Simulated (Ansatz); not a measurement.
## ¹⁷O NMR of the central transition in Al2O3

Cell: a computed structure from the Materials Project (it need not be an observed phase), its atoms then relaxed with PBE in this cell.

Space group R-3c:H (No. 167); a = 4.8050, c = 13.1163 Å, γ = 120.00°.

```
site  Wyckoff  site symmetry       x       y       z
  Al      12c             3.  0.0000  0.0000  0.1479
   O      18e             .2  0.0272  0.6667  0.9167
```

One atom of each set is listed; the run and its k-mesh use a cell of 10 atoms with edges of 5.18, 5.18, 5.18 Å.

Computed with Ansatz: DFT, LDA, plane waves and PAW, scalar-relativistic, 420 eV cutoff, Γ-centred 8×8×8 k-points, Fermi–Dirac smearing 0.02 eV.

¹⁷O has I = 5/2 and Q = -25.58 mb (Pyykkö 2018); at 18.8 T its Larmor frequency is ν₀ = 108.6 MHz. Only the quadrupole interaction is simulated: positions count from each site's isotropic chemical shift, and J coupling is left out, as are shift anisotropy and dipolar coupling, which fast spinning averages.

(1) What does the ¹⁷O spectrum (fast magic-angle spinning) show for each site?

## Answers

(1) 

```json
{"site": "O", "first shell": "4 Al at 1.87–1.99 Å; also 2 Al at 3.25 Å", "C_Q (MHz)": "2.40", "η": "0.52", "P_Q (MHz)": "2.51", "δ_QIS (ppm)": "-3.20", "breadth (kHz)": "0.806"}
```

δ_QIS = −(ν_Q²/30ν₀²)[I(I+1) − 3/4](1 + η²/3) × 10⁶ ppm with ν_Q = 3|C_Q|/[2I(2I−1)]; it falls as 1/B₀² in ppm, and the breadth as 1/B₀ in kHz.

At this cell the LDA pressure is -12 GPa, so with LDA the cell would shrink if it were relaxed.
